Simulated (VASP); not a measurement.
Ba, 1 atom in the cell. Symmetry: Fm-3m, No. 225, cubic system. The conventional cell has a = 6.465 Å, b = 6.465 Å, c = 6.465 Å, α = 90.00°, β = 90.00°, γ = 90.00°. This isn't the form of Ba at room conditions, which is bcc.

```yaml
Program: VASP 6.6.1
Task: single point
Functional: revTPSS
Potentials_or_basis: VASP PAW PBE potentials, release 64 (Ba_sv_GW)
Cutoff: 600 eV
k_mesh: 7 × 7 × 7
Occupations: methfessel-paxton, width 0.2 eV
Spin: no spin polarisation
Further_INCAR_settings: ALGO = Normal; EDIFF = 1.00e-06; NBANDS = 11
```

Potentials or basis: VASP PAW PBE potentials, release 64 (Ba_sv_GW).

Launch:

```bash
$ python run.py
```

Hardware: 1 thread of Intel(R) Xeon(R) Platinum 8559C (Emerald Rapids), on a shared host.

Question: Estimate the wall time of this run.

Answer: Wall time 3.3 min on 1 thread of Intel(R) Xeon(R) Platinum 8559C (Emerald Rapids), with other jobs on the host, peak memory 0.25 GiB. Counts: scf iterations 30, k points 20.
